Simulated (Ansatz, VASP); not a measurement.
AlNi in VASP and in Ansatz

```
Ni Al
1.0
     3.60790    0.00000    0.00000
    -1.80395    3.12453    0.00000
     0.00000    0.00000    5.04152
Ni Al
2 2
Cartesian
  0.0000 0.0000 0.0000
  0.0000 0.0000 2.5208
  0.0000 2.0830 1.2604
  1.8039 1.0415 3.7811
```

Alike in both runs: functional PBE; k mesh 10 × 10 × 6; occupations fermi-dirac, width 0.08 eV; no spin polarisation.

Ansatz relaxed the structure, and its values are those at the end. VASP's run is a single point on that final structure, the one shown.

```csv
,VASP,Ansatz
version,VASP 6.6.1,Ansatz 0.2.0
potentials or method,"VASP PAW PBE potentials, release 64 (Ni, Al)","PAW with Ansatz's default frozen-core files, scalar-relativistic"
plane-wave cutoff (eV),520,420
valence electrons in the cell,26,42
```

```tsv
	VASP	Ansatz	Ansatz less VASP
pressure (GPa)	-0.1	0.0	+0.08
```

The two sets of potentials don't hold the same shells in valence.

Spin polarisation is off, so any magnetic state and its effect on volume and gap are missing.
